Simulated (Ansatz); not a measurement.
The system is TiTe2.

```
Te Ti
1.0
     3.77700    0.00000    0.00000
    -1.88850    3.27098    0.00000
     0.00000    0.00000    6.49800
Te Ti
2 1
Direct
  0.33333 0.66667 0.73720
  0.66667 0.33333 0.26280
  0.00000 0.00000 0.00000
```

Base run:

- Program: Ansatz 0.2.0
- Functional: PBEsol
- Potentials or basis: Ansatz PAW
- Cutoff: 420 eV (not typed: the program's choice for these potentials)
- k mesh: 8 × 8 × 4
- Occupations: fermi-dirac, width 0.05 eV
- Spin: no spin polarisation
- Hubbard terms: Ti d U = 4 eV

Its results: band gap on the k mesh none (metal or under the smearing width); pressure 1.4 GPa; largest force 0.029 eV/Å.

After a change of settings the same cell gave: band gap on the k mesh none (metal or under the smearing width); pressure 4.4 GPa; largest force 0.123 eV/Å. Which change was it?
A. hubbard terms from Ti d U = 4 eV to Ti d U = 1 eV
B. hubbard terms from Ti d U = 4 eV to none; hubbard projectors from ortho-atomic (the default) to none
C. hubbard terms from Ti d U = 4 eV to Ti d U = 6 eV

C.

Caveats: this functional lacks dispersion, which binds the layers, so the pressure and a relaxed spacing across them are unreliable; U without spin polarisation on a metal has little footing; the PAW data sets come from PBE, with cores solved anew for the run's functional, which leaves a small shift of forces and pressure; the U is typed as a test and isn't derived for this compound.

Runs at the PBE level aren't shown here.
